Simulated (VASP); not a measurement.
HfO2, 3 atoms in the cell. Symmetry: Fm-3m, No. 225, cubic system. Conventional cell: a = 5.115 Å, b = 5.115 Å, c = 5.115 Å, α = 90.00°, β = 90.00°, γ = 90.00°. Hf (site symmetry m-3m) is surrounded by 8 O at 2.21 Å. O (site symmetry -43m) has 4 Hf at 2.21 Å as nearest neighbours. Measurements of this composition are mostly on another form, of space group No. 14.

```yaml
Program: VASP 6.6.1
Task: band structure
Functional: HSE06
Potentials_or_basis: VASP PAW PBE potentials, release 64 (Hf_pv, O)
Cutoff: 520 eV
k_mesh: 6 × 6 × 6
Occupations: gaussian, width 0.02 eV
Spin: no spin polarisation
Ladder: gaps
Grid_for_exact_exchange_PRECFOCK: Fast
Screening_parameter: 0.2 1/A
Further_INCAR_settings: ALGO = Normal; EDIFF = 1e-06; NBANDS = 18
```

Potentials or basis: VASP PAW PBE potentials, release 64 (Hf_pv, O).

Run with:

```bash
$ cat potpaw_PBE.64/Hf_pv/POTCAR potpaw_PBE.64/O/POTCAR > POTCAR
$ cp INCAR.step1 INCAR
$ mpirun -np 4 vasp_std > vasp.out
$ cp INCAR.step2 INCAR
$ mpirun -np 4 vasp_std > vasp.out
```

Hardware: 4 MPI ranks on Intel(R) Xeon(R) Platinum 8488C (Sapphire Rapids), with other jobs on the host.

Estimate the wall time of this run.

Wall time 23 min on 4 MPI ranks on Intel(R) Xeon(R) Platinum 8488C (Sapphire Rapids) (shared host), peak memory 0.32 GiB a rank. Counts: scf iterations 72, k points 16.
